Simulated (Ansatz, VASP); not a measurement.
# Pt in VASP and in Ansatz

```
CELL_PARAMETERS angstrom
0.00000 1.97158 1.97158
1.97158 0.00000 1.97158
1.97158 1.97158 0.00000
ATOMIC_POSITIONS crystal
Pt 0.00000 0.00000 0.00000
```

Alike in both runs: task single point; functional PBEsol; k mesh 8 × 8 × 8; occupations gaussian, width 0.1 eV; no spin polarisation.

```csv
,VASP,Ansatz
version,VASP 6.6.1,Ansatz 0.2.0
potentials or method,"VASP PAW PBE potentials, release 64 (Pt)","scalar-relativistic, plane waves, PAW"
plane-wave cutoff (eV),520,420
valence electrons in the cell,10,18
```

Ansatz gave:

- gap on the k mesh at the Fermi level (eV): none
- pressure (GPa): -5.8

**Question.** Which values does VASP return?

**Answer.** gap on the k mesh at the Fermi level (eV): none; pressure (GPa): -6.3.

A gap of «none» marks a metal or a gap that the smearing closes. The two sets of potentials don't hold the same shells in valence.

Caveats: the PAW data sets were made with another functional, which shifts forces and pressure a little (VASP). The runs have no spin-orbit coupling, so splittings on Pt are missing.
